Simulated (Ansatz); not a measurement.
**CaS: a single-point run**

Aim: a sound single-point run of CaS. The structure is shown as the input types it.

The COD entry's cell or inner coordinates are ideal or old and differ from later refinements, so a difference from it is no clean test against experiment.

Method: density functional or hybrid calculation with the settings of its input, plane waves (as first typed), in Ansatz 0.2.0.

6 further runs of the same task are left out: 1 for a known fault of the program, 5 that didn't finish.

## (1) The starting structure

Symmetry: Fm-3m, No. 225, cubic system. The conventional cell has a = 5.696 Å, b = 5.696 Å, c = 5.696 Å, α = 90.00°, β = 90.00°, γ = 90.00°. Around Ca (site symmetry m-3m) lie 6 S at 2.85 Å. S (site symmetry m-3m) is surrounded by 6 Ca at 2.85 Å.

As a file:

```cif
data_structure
_symmetry_space_group_name_H-M 'Fm-3m'
_symmetry_Int_Tables_number 225
_cell_length_a 5.6959
_cell_length_b 5.6959
_cell_length_c 5.6959
_cell_angle_alpha 90.000
_cell_angle_beta 90.000
_cell_angle_gamma 90.000
_cell_volume 184.79
loop_
_atom_site_label
_atom_site_type_symbol
_atom_site_symmetry_multiplicity
_atom_site_Wyckoff_symbol
_atom_site_fract_x
_atom_site_fract_y
_atom_site_fract_z
_atom_site_occupancy
Ca1 Ca 4 a 0.00000 0.00000 0.00000 1
S1 S 4 b 0.50000 0.00000 0.00000 1
```

## (2) Running it

input.yaml

```yaml
crystal:
  lattice:
    - [0.0, 2.8479357439, 2.8479357439]
    - [2.8479357439, 0.0, 2.8479357439]
    - [2.8479357439, 2.8479357439, 0.0]
  atoms:
    - { symbol: Ca, position: [0.0, 0.0, 0.0] }
    - { symbol: S, position: [0.5, 0.5, 0.5] }
kpoints:
  mp_grid: { grid: [4, 4, 4] }
hamiltonian:
  xc: hse06
scf:
  occupations: { method: fixed }
  n_extra_bands: 4
  max_iter: 55
output:
  forces: true
  stress: true
  eigenvalues: true
basis:
  ecutwfc: 80
```

The run is started by

```bash
ansatz run input.yaml --threads 4 --pin off --max-ram 3686MiB --backend cpu --events-out ev --progress --plain --runs-dir out
```

**Question.** How will this run end, and is anything wrong with its input?

The program finished normally, with warnings (cutoff below recommended, stress exchange threshold loose, stress scf threshold loose). Its log warns: «basis.ecutwfc = 80 eV is below the records' recommended 420 eV ...»

The suspect setting: basis.ecutwfc is 80. With so few plane waves the basis is incomplete by a wide margin. The potentials' recommended cutoff is 420 eV.

The test: delete basis.ecutwfc (the default then holds).
